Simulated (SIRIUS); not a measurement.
TaN:

```
CELL_PARAMETERS angstrom
0.00000 2.21132 2.21132
2.21132 0.00000 2.21132
2.21132 2.21132 0.00000
ATOMIC_POSITIONS crystal
Ta 0.50000 0.50000 0.50000
N 0.00000 0.00000 0.00000
```

The cell comes from a database or a generator and needn't be the stable form of this composition.

Base run:

- Program: SIRIUS 7.12.0
- Functional: RPBE
- Potentials or basis: PseudoDojo 0.4.1 PBE standard (scalar relativistic)
- Cutoff: 1152 eV
- Density cutoff: 4606 eV
- k mesh: 10 × 10 × 10
- Occupations: fermi-dirac, width 0.05 eV
- Spin: no spin polarisation

Its results: band gap on the k mesh none (metal or under the smearing width); pressure 2.2 GPa.

Question: The run is repeated on the same cell with these changes: functional from RPBE to AM05; libxc names from ["XC_GGA_X_RPBE", "XC_GGA_C_PBE"] to ["XC_GGA_X_AM05", "XC_GGA_C_AM05"]. What comes out?

Answer: Band gap on the k mesh none (metal or under the smearing width); pressure -11.5 GPa.

Caveats: the potentials were made for another functional, which shifts forces and pressure.
